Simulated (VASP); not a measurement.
Wanted: the native input for a VASP 6.6.1 run.

```
Task                   : single point
Functional             : PBEsol
Potentials or basis    : VASP PAW PBE potentials, release 64 (In_d)
Cutoff                 : 520 eV
k mesh                 : 21 × 21 × 21
Occupations            : gaussian, width 0.1 eV
Spin                   : no spin polarisation
Dipole correction      : no
Further INCAR settings : ALGO = Fast; EDIFF = 1e-06; NBANDS = 12
```

The structure of In lies in POSCAR:

```
In
1.0
    2.6314579250      1.5192729414      1.0746799777
   -2.6314579250      1.5192729414      1.0746799777
    0.0000000000     -3.0385458827      1.0746799777
In
1
Direct
    0.5000000000      0.5000000000      0.5000000000
```

The cell was built by a generator and needn't be a form met in nature.

One way to write it, as run:

INCAR

```
SYSTEM = In
PREC     = Accurate       ! precision mode
ENCUT    = 520            ! plane-wave cutoff, eV
EDIFF    = 1E-6           ! SCF threshold, eV
ISMEAR   = 0              ! smearing method
SIGMA    = 0.1            ! smearing width, eV
LREAL    = .False.        ! projectors in reciprocal space
LASPH    = .True.         ! aspherical terms in the spheres
NELM     = 100            ! most SCF steps
ALGO     = Fast           ! electronic algorithm
ISIF     = 2              ! what is computed and relaxed
LWAVE    = .False.        ! write WAVECAR
LCHARG   = .True.         ! write CHGCAR
GGA      = PS             ! functional
LELF     = .True.         ! ELF
LVHAR    = .True.       
NBANDS   = 12             ! bands
```

KPOINTS

```
regular mesh
0
Gamma
  21 21 21
  0 0 0
```

Potentials or basis: VASP PAW PBE potentials, release 64 (In_d).

The run is started by

```sh
$ cat potpaw_PBE.64/In_d/POTCAR > POTCAR
$ mpirun -np 1 vasp_std > vasp.out
```

It gave:

```yaml
Pressure: 0.1 GPa
Band_gap_on_the_k_mesh: none (metal or under the smearing width)
```

Caveat: the PAW data sets were made with another functional, which shifts forces and pressure a little.

Run time: 2.4 min on 1 thread of Intel(R) Xeon(R) Platinum 8488C (Sapphire Rapids), with other jobs on the host, peak memory 0.35 GiB.
